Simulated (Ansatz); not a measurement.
## K: hydrostatic pressure series

All numbers below come from DFT PBE+D3(BJ), scalar-relativistic, plane waves, PAW in Ansatz 0.2.0. (420 eV cutoff, 12×12×12 k-mesh, Gaussian smearing of 0.10 eV, no spin polarisation)

The relaxed crystal:

```yaml
crystal:
  lattice:
    - [0.00000, 3.25976, 3.25976]
    - [3.25976, 0.00000, 3.25976]
    - [3.25976, 3.25976, 0.00000]
  atoms:
    - { symbol: K, position: [0.00000, 0.00000, 0.00000] }
```

Cell and atoms are relaxed at each pressure within the symmetry of the start, at zero temperature, so transitions that lower the symmetry aren't seen. The k-mesh given is that at zero pressure and may differ at others. a, b and c are the lengths of the cell vectors above.

```
P (GPa) V (Å³/atom) V/V0  a (Å) b (Å) c (Å)
      0        69.28  1.000  4.610  4.610  4.610
      2        51.83  0.748  4.185  4.185  4.185
      5        42.13  0.608  3.906  3.906  3.906
     10        34.23  0.494  3.644  3.644  3.644
     20        25.82  0.373  3.317  3.317  3.317
     40        17.75  0.256  2.928  2.928  2.928
```

What bulk modulus and pressure derivative fit these points?

A third-order Birch–Murnaghan fit gives B0 = 4 GPa and B0' = 3.5.

This fcc form isn't the element's structure at ambient conditions.